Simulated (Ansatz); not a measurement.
# Molybdenum, fcc under r²SCAN: from relaxation to bulk modulus, part 2 of 2

Aim: take molybdenum in the fcc structure, relax it, solve it on a dense k-mesh, switch on spin-orbit coupling, then scale the cell to 7 volumes from 88 to 112 % of the relaxed one and try a fit of the equation of state. The k-meshes are 14×14×14 for the relaxation; 22×22×22 for the dense run; 14×14×14 for spin-orbit coupling; 15×15×15 for the volumes.

Ansatz 0.2.0; DFT, r2SCAN, plane waves (500 eV) with PAW, scalar-relativistic.

### 5 Volume × 0.88

This is Mo in the fcc structure; at room conditions it is bcc.

input.yaml reads:

```yaml
crystal:
  lattice:
    - [0.0, 1.910982324, 1.910982324]
    - [1.910982324, 0.0, 1.910982324]
    - [1.910982324, 1.910982324, 0.0]
  atoms:
    - { symbol: Mo, position: [0.0, 0.0, 0.0] }
hamiltonian:
  xc: r2scan
  pseudopotentials:
    kind: paw
    azcp:
      Mo: "pseudopotentials/Mo.paw.azcp"
basis:
  ecutwfc: 500
  fft_grid_basis: typed
kpoints:
  mp_grid: { grid: [15, 15, 15], shift: [0, 0, 0] }
magnetization:
  spin_polarized: false
scf:
  occupations: { method: fermi_dirac, width: 0.1 }
  lower_state_search: "off"
output:
  stress: true
  write_density: true
  write_potential: true
  elf: true
  volumetric_format: npy
```

Launch:

```console
ansatz run input.yaml --threads 1 --pin off --max-ram 3584MiB --backend cpu --events-out ev --progress --plain --runs-dir out
```

Log, cut to the lines that bear on the results:

```text
[...]
Pseudopotentials: kind: paw
Pseudopotential: Mo, paw, valence charge 14, recommended cutoff 500 eV (meta_gga), <dir>
Functional definition: r2SCAN
[...]
Crystal: 1 atoms, lattice volume = 13.957 Å³
Basis set: ecut = 500 eV, 339 PW (Γ), exchange–correlation on 80×80×80 points (64 copies of the dense FFT grid, shifted against one another)
Bands: 11, of which v1, the nominal top of the filled ones, is band 7 counted from 1 (6 counted from 0)
Symmetry: 48 space group operations
Space group: Fm-3m (ITA 225), of the structure as read, at distance tolerance 2.4e-5 Å
k-points: 120 of 3375
[...]
SCF iter   1: F=-4966.907622 eV  HF=-4966.902216 eV  |F-HF|=5.41e-3  |Δ(HF+E_count)|=         —  Δρ=8.49e-3  dr2=3.35e-3  dr2_τ=1.71e-2  ethr=1.77e-3  ⟨swp⟩=5.1  Hψ=8029  notcnv=0
[...]
SCF iter   6: F=-4966.908316 eV  HF=-4966.908316 eV  |F-HF|=2.03e-10  |Δ(HF+E_count)|=   3.44e-8  Δρ=2.73e-6  dr2=3.10e-10  dr2_τ=8.53e-11  ethr=1.06e-10  ⟨swp⟩=5.1  Hψ=6938  notcnv=0
[...]
SCF converged after 6 iterations
Free energy (F): -4966.908316 eV
[...]
E sigma→0 (E₀):  -4966.890470 eV
Entropy (-TS):   -0.035692 eV (-35.692 meV/atom)
Fermi energy:    23.526915 eV
[...]
--- Stress (GPa, compression-positive) ---
       41.334822       0.000000       0.000000
        0.000000      41.334822      -0.000000
       -0.000000      -0.000000      41.334822
  P = ⅓ Tr σ = 41.3348 GPa (413.348 kbar)
--- Band table (eV; the first three rows and the last of 120) ---
  k-point 0: bands = ["-39.1525", "-11.3079", "-11.3079", "-11.3079", "16.0692", "22.5222", "22.5222", "22.5222", "26.0315", "26.0315", "36.9632"]
[...]
```

Wall time 6.7 s (1 thread of Intel Xeon Platinum 8259CL at 2.50GHz (Skylake/Cascade Lake), shared host); peak memory 0.51 GiB.

The maps below are laid out on this run's own conventional cell (a, b, c = 3.822, 3.822, 3.822 Å).

Density in a lattice plane of the grid's cell (edges 3.82 and 3.82 Å, at 0.000 of the third edge), which holds Mo.

Ten even steps from ' ' (0.24 e/Å³) to '@' (6.51 e/Å³):
```
@@@@@@##==::                          ::==##@@@@
@@%%##++--..                          ..--++##%%
**++==--..                              ..--==++
::::....                                  ....::
                                                
                  ....::::::....                
                ..--==++**++==--..              
              ..--++##%%@@%%##++--..            
              ::==##@@@@@@@@@@##==::            
              ::==##@@@@@@@@@@##==::            
              ::==##@@@@@@@@@@##==::            
              ..--++##%%@@%%##++--..            
                ..--==++**++==--..              
                  ....::::::....                
                                                
::::....                                  ....::
**++==--..                              ..--==++
@@%%##++--..                          ..--++##%%
@@@@@@##==::                          ::==##@@@@
@@@@@@##==::                          ::==##@@@@
```
Columns run along the first of these edges and rows up along the second, over one cell in 24 and 20 even steps from the bottom left corner. Atoms in the plane (fractional): Mo at (0.00, 0.00), Mo at (0.50, 0.50).

ELF in the same plane.

Ten even steps from ' ' (0.15) to '@' (0.73):
```
==**%%@@%%++..  ..::==++++++==::..  ..++%%@@%%**
%%@@@@@@##==..  ..----==--==----..  ..==##@@@@@@
@@@@@@##++::....::::::......::::::....::++##@@@@
****++--::....::....          ....::....::--++**
............::......................::..........
      ....::....::--++******++--::....::....    
....::::::....::++##@@@@@@@@@@##++::....::::::..
--==----..  ..==##@@@@@@%%@@@@@@##==..  ..----==
++++==::..  ..++%%@@%%**==**%%@@%%++..  ..::==++
++++==::..  ..++%%@@##==..==##@@%%++..  ..::==++
++++==::..  ..++%%@@%%**==**%%@@%%++..  ..::==++
--==----..  ..==##@@@@@@%%@@@@@@##==..  ..----==
....::::::....::++##@@@@@@@@@@##++::....::::::..
      ....::....::--++******++--::....::....    
............::......................::..........
****++--::....::....          ....::....::--++**
@@@@@@##++::....::::::......::::::....::++##@@@@
%%@@@@@@##==..  ..----==--==----..  ..==##@@@@@@
==**%%@@%%++..  ..::==++++++==::..  ..++%%@@%%**
..==##@@%%++..  ..::==++++++==::..  ..++%%@@##==
```
Columns run along the first of these edges and rows up along the second, over one cell in 24 and 20 even steps from the bottom left corner. Atoms in the plane (fractional): Mo at (0.00, 0.00), Mo at (0.50, 0.50).

Both are smooth fields of the valence electrons: close to the nuclei they are not physical.

Outside the cores ELF peaks at 0.48 between the atoms, 1.7 Å from Mo.

### 6 Volume × 0.92

input.yaml: that of step 5 with these lines changed.

```diff
@@ -2,5 +2,5 @@
   lattice:
-    - [0.0, 1.910982324, 1.910982324]
-    - [1.910982324, 0.0, 1.910982324]
-    - [1.910982324, 1.910982324, 0.0]
+    - [0.0, 1.9395086539, 1.9395086539]
+    - [1.9395086539, 0.0, 1.9395086539]
+    - [1.9395086539, 1.9395086539, 0.0]
   atoms:
```

Launch:

```console
ansatz run input.yaml --threads 1 --pin off --max-ram 3584MiB --backend cpu --events-out ev --progress --plain --runs-dir out
```

Log, cut to the lines that bear on the results:

```text
[...]
Pseudopotentials: kind: paw
Pseudopotential: Mo, paw, valence charge 14, recommended cutoff 500 eV (meta_gga), <dir>
Functional definition: r2SCAN
[...]
Crystal: 1 atoms, lattice volume = 14.592 Å³
Basis set: ecut = 500 eV, 339 PW (Γ), exchange–correlation on 96×96×96 points (64 copies of the dense FFT grid, shifted against one another)
Bands: 11, of which v1, the nominal top of the filled ones, is band 7 counted from 1 (6 counted from 0)
Symmetry: 48 space group operations
Space group: Fm-3m (ITA 225), of the structure as read, at distance tolerance 2.4e-5 Å
k-points: 120 of 3375
[...]
SCF iter   1: F=-4967.037712 eV  HF=-4967.034615 eV  |F-HF|=3.10e-3  |Δ(HF+E_count)|=         —  Δρ=8.29e-3  dr2=3.40e-3  dr2_τ=1.53e-2  ethr=1.77e-3  ⟨swp⟩=5.0  Hψ=8018  notcnv=0
[...]
SCF iter   6: F=-4967.038509 eV  HF=-4967.038509 eV  |F-HF|=4.98e-10  |Δ(HF+E_count)|=   2.41e-8  Δρ=3.41e-6  dr2=3.91e-10  dr2_τ=1.25e-10  ethr=8.79e-11  ⟨swp⟩=5.0  Hψ=6993  notcnv=0
[...]
SCF converged after 6 iterations
Free energy (F): -4967.038509 eV
[...]
E sigma→0 (E₀):  -4967.020419 eV
Entropy (-TS):   -0.036180 eV (-36.180 meV/atom)
Fermi energy:    22.353064 eV
[...]
--- Stress (GPa, compression-positive) ---
       24.940859      -0.000000      -0.000000
       -0.000000      24.940859       0.000000
        0.000000      -0.000000      24.940859
  P = ⅓ Tr σ = 24.9409 GPa (249.409 kbar)
--- Band table (eV; the first three rows and the last of 120) ---
  k-point 0: bands = ["-40.3098", "-12.6096", "-12.6096", "-12.6096", "14.9862", "21.4421", "21.4421", "21.4421", "24.7497", "24.7497", "35.8123"]
[...]
```

It took 7.8 s on 1 thread of Intel Xeon Platinum 8259CL at 2.50GHz (Skylake/Cascade Lake), shared host; peak memory 0.53 GiB.

### 7 Volume × 0.96

input.yaml: that of step 6 with these lines changed.

```diff
@@ -2,5 +2,5 @@
   lattice:
-    - [0.0, 1.9395086539, 1.9395086539]
-    - [1.9395086539, 0.0, 1.9395086539]
-    - [1.9395086539, 1.9395086539, 0.0]
+    - [0.0, 1.9672196643, 1.9672196643]
+    - [1.9672196643, 0.0, 1.9672196643]
+    - [1.9672196643, 1.9672196643, 0.0]
   atoms:
@@ -25,5 +25 @@
   stress: true
-  write_density: true
-  write_potential: true
-  elf: true
-  volumetric_format: npy
```

Launch:

```console
ansatz run input.yaml --threads 1 --pin off --max-ram 3584MiB --backend cpu --events-out ev --progress --plain --runs-dir out
```

Log, cut to the lines that bear on the results:

```text
[...]
Pseudopotentials: kind: paw
Pseudopotential: Mo, paw, valence charge 14, recommended cutoff 500 eV (meta_gga), <dir>
Functional definition: r2SCAN
[...]
Crystal: 1 atoms, lattice volume = 15.226 Å³
Basis set: ecut = 500 eV, 387 PW (Γ), exchange–correlation on 96×96×96 points (64 copies of the dense FFT grid, shifted against one another)
Bands: 11, of which v1, the nominal top of the filled ones, is band 7 counted from 1 (6 counted from 0)
Symmetry: 48 space group operations
Space group: Fm-3m (ITA 225), of the structure as read, at distance tolerance 2.5e-5 Å
k-points: 120 of 3375
[...]
SCF iter   1: F=-4967.108668 eV  HF=-4967.106966 eV  |F-HF|=1.70e-3  |Δ(HF+E_count)|=         —  Δρ=8.18e-3  dr2=3.59e-3  dr2_τ=1.44e-2  ethr=1.77e-3  ⟨swp⟩=5.0  Hψ=8053  notcnv=0
[...]
SCF iter   6: F=-4967.109577 eV  HF=-4967.109577 eV  |F-HF|=3.59e-10  |Δ(HF+E_count)|=   1.93e-8  Δρ=2.93e-6  dr2=3.66e-10  dr2_τ=1.37e-10  ethr=1.04e-10  ⟨swp⟩=1.7  Hψ=4312  notcnv=0
[...]
SCF converged after 6 iterations
Free energy (F): -4967.109577 eV
[...]
E sigma→0 (E₀):  -4967.091077 eV
Entropy (-TS):   -0.037001 eV (-37.001 meV/atom)
Fermi energy:    21.278286 eV
[...]
--- Stress (GPa, compression-positive) ---
       11.386920       0.000000       0.000000
       -0.000000      11.386920       0.000000
        0.000000       0.000000      11.386920
  P = ⅓ Tr σ = 11.3869 GPa (113.869 kbar)
```

Wall time 5.6 s (1 thread of Intel Xeon Platinum 8259CL at 2.50GHz (Skylake/Cascade Lake), shared host); peak memory 0.53 GiB.

### 8 Volume × 1.0

input.yaml: that of step 7 with these lines changed.

```diff
@@ -2,5 +2,5 @@
   lattice:
-    - [0.0, 1.9672196643, 1.9672196643]
-    - [1.9672196643, 0.0, 1.9672196643]
-    - [1.9672196643, 1.9672196643, 0.0]
+    - [0.0, 1.994171228, 1.994171228]
+    - [1.994171228, 0.0, 1.994171228]
+    - [1.994171228, 1.994171228, 0.0]
   atoms:
@@ -25 +25,5 @@
   stress: true
+  write_density: true
+  write_potential: true
+  elf: true
+  volumetric_format: npy
```

Launch:

```console
ansatz run input.yaml --threads 1 --pin off --max-ram 3584MiB --backend cpu --events-out ev --progress --plain --runs-dir out
```

Log, cut to the lines that bear on the results:

```text
[...]
Pseudopotentials: kind: paw
Pseudopotential: Mo, paw, valence charge 14, recommended cutoff 500 eV (meta_gga), <dir>
Functional definition: r2SCAN
[...]
Crystal: 1 atoms, lattice volume = 15.861 Å³
Basis set: ecut = 500 eV, 411 PW (Γ), exchange–correlation on 96×96×96 points (64 copies of the dense FFT grid, shifted against one another)
Bands: 11, of which v1, the nominal top of the filled ones, is band 7 counted from 1 (6 counted from 0)
Symmetry: 48 space group operations
Space group: Fm-3m (ITA 225), of the structure as read, at distance tolerance 2.5e-5 Å
k-points: 120 of 3375
[...]
SCF iter   1: F=-4967.130744 eV  HF=-4967.129744 eV  |F-HF|=1.00e-3  |Δ(HF+E_count)|=         —  Δρ=8.15e-3  dr2=3.90e-3  dr2_τ=1.41e-2  ethr=1.77e-3  ⟨swp⟩=5.0  Hψ=8024  notcnv=0
[...]
SCF iter   6: F=-4967.131853 eV  HF=-4967.131853 eV  |F-HF|=2.00e-10  |Δ(HF+E_count)|=   1.44e-8  Δρ=2.25e-6  dr2=3.00e-10  dr2_τ=1.14e-10  ethr=1.30e-10  ⟨swp⟩=4.9  Hψ=6945  notcnv=0
[...]
SCF converged after 6 iterations
Free energy (F): -4967.131853 eV
[...]
E sigma→0 (E₀):  -4967.112615 eV
Entropy (-TS):   -0.038475 eV (-38.475 meV/atom)
Fermi energy:    20.288975 eV
[...]
--- Stress (GPa, compression-positive) ---
        0.230950      -0.000000       0.000000
       -0.000000       0.230950       0.000000
        0.000000       0.000000       0.230950
  P = ⅓ Tr σ = 0.2309 GPa (2.309 kbar)
--- Band table (eV; the first three rows and the last of 120) ---
  k-point 0: bands = ["-42.3945", "-14.9150", "-14.9150", "-14.9150", "13.1241", "19.5151", "19.5151", "19.5151", "22.4704", "22.4704", "33.7442"]
[...]
```

Run time: 7.1 s. Hardware: 1 thread of Intel Xeon Platinum 8259CL at 2.50GHz (Skylake/Cascade Lake), shared host; peak memory 0.54 GiB.

### 9 Volume × 1.04

input.yaml: that of step 8 with these lines changed.

```diff
@@ -2,5 +2,5 @@
   lattice:
-    - [0.0, 1.994171228, 1.994171228]
-    - [1.994171228, 0.0, 1.994171228]
-    - [1.994171228, 1.994171228, 0.0]
+    - [0.0, 2.0204133325, 2.0204133325]
+    - [2.0204133325, 0.0, 2.0204133325]
+    - [2.0204133325, 2.0204133325, 0.0]
   atoms:
```

Launch:

```console
ansatz run input.yaml --threads 1 --pin off --max-ram 3584MiB --backend cpu --events-out ev --progress --plain --runs-dir out
```

Log, cut to the lines that bear on the results:

```text
[...]
Pseudopotentials: kind: paw
Pseudopotential: Mo, paw, valence charge 14, recommended cutoff 500 eV (meta_gga), <dir>
Functional definition: r2SCAN
[...]
Crystal: 1 atoms, lattice volume = 16.495 Å³
Basis set: ecut = 500 eV, 411 PW (Γ), exchange–correlation on 96×96×96 points (64 copies of the dense FFT grid, shifted against one another)
Bands: 11, of which v1, the nominal top of the filled ones, is band 7 counted from 1 (6 counted from 0)
Symmetry: 48 space group operations
Space group: Fm-3m (ITA 225), of the structure as read, at distance tolerance 2.5e-5 Å
k-points: 120 of 3375
[...]
SCF iter   1: F=-4967.112696 eV  HF=-4967.111890 eV  |F-HF|=8.07e-4  |Δ(HF+E_count)|=         —  Δρ=8.16e-3  dr2=4.33e-3  dr2_τ=1.43e-2  ethr=1.77e-3  ⟨swp⟩=5.0  Hψ=8031  notcnv=0
[...]
SCF iter   6: F=-4967.114072 eV  HF=-4967.114072 eV  |F-HF|=1.02e-10  |Δ(HF+E_count)|=   8.35e-9  Δρ=2.11e-6  dr2=3.35e-10  dr2_τ=1.17e-10  ethr=2.14e-10  ⟨swp⟩=4.9  Hψ=7146  notcnv=0
[...]
SCF converged after 6 iterations
Free energy (F): -4967.114072 eV
[...]
E sigma→0 (E₀):  -4967.093822 eV
Entropy (-TS):   -0.040499 eV (-40.499 meV/atom)
Fermi energy:    19.373493 eV
[...]
--- Stress (GPa, compression-positive) ---
       -8.906463       0.000000       0.000000
        0.000000      -8.906463       0.000000
        0.000000      -0.000000      -8.906463
  P = ⅓ Tr σ = -8.9065 GPa (-89.065 kbar)
--- Band table (eV; the first three rows and the last of 120) ---
  k-point 0: bands = ["-43.3355", "-15.9405", "-15.9405", "-15.9405", "12.3181", "18.6517", "18.6517", "18.6517", "21.4528", "21.4528", "32.8104"]
[...]
```

Wall time 6.9 s (1 thread of Intel Xeon Platinum 8259CL at 2.50GHz (Skylake/Cascade Lake), shared host); peak memory 0.54 GiB.

### 10 Volume × 1.08

input.yaml: that of step 9 with these lines changed.

```diff
@@ -2,5 +2,5 @@
   lattice:
-    - [0.0, 2.0204133325, 2.0204133325]
-    - [2.0204133325, 0.0, 2.0204133325]
-    - [2.0204133325, 2.0204133325, 0.0]
+    - [0.0, 2.0459909, 2.0459909]
+    - [2.0459909, 0.0, 2.0459909]
+    - [2.0459909, 2.0459909, 0.0]
   atoms:
```

Launch:

```console
ansatz run input.yaml --threads 1 --pin off --max-ram 3584MiB --backend cpu --events-out ev --progress --plain --runs-dir out
```

Log, cut to the lines that bear on the results:

```text
[...]
Pseudopotentials: kind: paw
Pseudopotential: Mo, paw, valence charge 14, recommended cutoff 500 eV (meta_gga), <dir>
Functional definition: r2SCAN
[...]
Crystal: 1 atoms, lattice volume = 17.129 Å³
Basis set: ecut = 500 eV, 411 PW (Γ), exchange–correlation on 96×96×96 points (64 copies of the dense FFT grid, shifted against one another)
Bands: 11, of which v1, the nominal top of the filled ones, is band 7 counted from 1 (6 counted from 0)
Symmetry: 48 space group operations
Space group: Fm-3m (ITA 225), of the structure as read, at distance tolerance 2.6e-5 Å
k-points: 120 of 3375
[...]
SCF iter   1: F=-4967.061878 eV  HF=-4967.060848 eV  |F-HF|=1.03e-3  |Δ(HF+E_count)|=         —  Δρ=8.17e-3  dr2=4.85e-3  dr2_τ=1.48e-2  ethr=1.77e-3  ⟨swp⟩=5.0  Hψ=8006  notcnv=0
[...]
SCF iter   6: F=-4967.063535 eV  HF=-4967.063535 eV  |F-HF|=2.36e-11  |Δ(HF+E_count)|=   1.19e-9  Δρ=2.40e-6  dr2=5.15e-10  dr2_τ=1.30e-10  ethr=3.33e-10  ⟨swp⟩=4.8  Hψ=7070  notcnv=0
[...]
SCF converged after 6 iterations
Free energy (F): -4967.063535 eV
[...]
E sigma→0 (E₀):  -4967.042102 eV
Entropy (-TS):   -0.042865 eV (-42.865 meV/atom)
Fermi energy:    18.522863 eV
[...]
--- Stress (GPa, compression-positive) ---
      -16.362030       0.000000       0.000000
        0.000000     -16.362030      -0.000000
       -0.000000      -0.000000     -16.362030
  P = ⅓ Tr σ = -16.3620 GPa (-163.620 kbar)
--- Band table (eV; the first three rows and the last of 120) ---
  k-point 0: bands = ["-44.2169", "-16.8933", "-16.8933", "-16.8933", "11.5812", "17.8459", "17.8459", "17.8459", "20.5053", "20.5053", "31.9345"]
[...]
```

Wall time 7.8 s (1 thread of Intel Xeon Platinum 8259CL at 2.50GHz (Skylake/Cascade Lake), shared host); peak memory 0.55 GiB.

### 11 Volume × 1.12

input.yaml: that of step 10 with these lines changed.

```diff
@@ -2,5 +2,5 @@
   lattice:
-    - [0.0, 2.0459909, 2.0459909]
-    - [2.0459909, 0.0, 2.0459909]
-    - [2.0459909, 2.0459909, 0.0]
+    - [0.0, 2.0709444679, 2.0709444679]
+    - [2.0709444679, 0.0, 2.0709444679]
+    - [2.0709444679, 2.0709444679, 0.0]
   atoms:
@@ -25,5 +25 @@
   stress: true
-  write_density: true
-  write_potential: true
-  elf: true
-  volumetric_format: npy
```

Launch:

```console
ansatz run input.yaml --threads 1 --pin off --max-ram 3584MiB --backend cpu --events-out ev --progress --plain --runs-dir out
```

Log, cut to the lines that bear on the results:

```text
[...]
Pseudopotentials: kind: paw
Pseudopotential: Mo, paw, valence charge 14, recommended cutoff 500 eV (meta_gga), <dir>
Functional definition: r2SCAN
[...]
Crystal: 1 atoms, lattice volume = 17.764 Å³
Basis set: ecut = 500 eV, 459 PW (Γ), exchange–correlation on 96×96×96 points (64 copies of the dense FFT grid, shifted against one another)
Bands: 11, of which v1, the nominal top of the filled ones, is band 7 counted from 1 (6 counted from 0)
Symmetry: 48 space group operations
Space group: Fm-3m (ITA 225), of the structure as read, at distance tolerance 2.6e-5 Å
k-points: 120 of 3375
[...]
SCF iter   1: F=-4966.984388 eV  HF=-4966.982901 eV  |F-HF|=1.49e-3  |Δ(HF+E_count)|=         —  Δρ=8.17e-3  dr2=5.49e-3  dr2_τ=1.55e-2  ethr=1.77e-3  ⟨swp⟩=5.0  Hψ=8043  notcnv=0
[...]
SCF iter   6: F=-4966.986326 eV  HF=-4966.986326 eV  |F-HF|=7.73e-11  |Δ(HF+E_count)|=   3.22e-9  Δρ=2.71e-6  dr2=6.93e-10  dr2_τ=1.35e-10  ethr=4.36e-10  ⟨swp⟩=2.0  Hψ=4938  notcnv=0
[...]
SCF converged after 6 iterations
Free energy (F): -4966.986326 eV
[...]
E sigma→0 (E₀):  -4966.963623 eV
Entropy (-TS):   -0.045407 eV (-45.407 meV/atom)
Fermi energy:    17.729951 eV
[...]
--- Stress (GPa, compression-positive) ---
      -22.422020       0.000000       0.000000
        0.000000     -22.422020      -0.000000
        0.000000      -0.000000     -22.422020
  P = ⅓ Tr σ = -22.4220 GPa (-224.220 kbar)
```

It took 4.9 s on 1 thread of Intel Xeon Platinum 8259CL at 2.50GHz (Skylake/Cascade Lake), shared host; peak memory 0.53 GiB.

### 12 The equation of state

All volumes keep the relaxed shape and fractional coordinates.

```csv
V (Å³/atom),E − E₀ (meV/atom),P from the stress (GPa),P from the fit (GPa)
13.957,222.0,41.33,41.50
14.592,92.1,24.94,24.82
15.226,21.4,11.39,11.19
15.861,-0.1,0.23,0.03
16.495,18.7,-8.91,-9.14
17.129,70.4,-16.36,-16.68
17.764,148.9,-22.42,-22.88
```

Fit (Birch-Murnaghan, third order): V₀ = 15.862 Å³/atom, B₀ = 252 GPa, B₀′ = 3.9, largest residual 0.18 meV/atom.

The fit is made to E(σ → 0), while the stress belongs to the free energy F; that is one source of the offset between the two pressures.

### 13 Outcome

The summary covers parts 1 to 2.

| quantity | value |
| --- | --- |
| space group (spins left aside) | Fm-3m (No. 225) |
| conventional cell | a = 3.988 Å |
| volume | 15.861 Å³/atom |
| shortest distance | 2.820 Å |
| gap on the mesh | none (levels filled in part) |
| relative to bcc | +488 meV/atom |
| V₀, B₀, B₀′ | 15.862 Å³/atom, 252 GPa, 3.9 |

**Reading.** The relaxation enlarged the cell by 1.7 % in volume. Against the reference form of molybdenum (bcc, computed apart with the same settings) it stands 488 meV/atom higher, so it is far from stable. No gap shows: it is a metal or semimetal at this level. Totals with and without spin-orbit coupling (+5.7 eV/atom apart) can't be read as binding, since the two-component data shift the zero of energy. The fitted modulus is 252 GPa. Relaxation kept the symmetry; phonons were not checked.
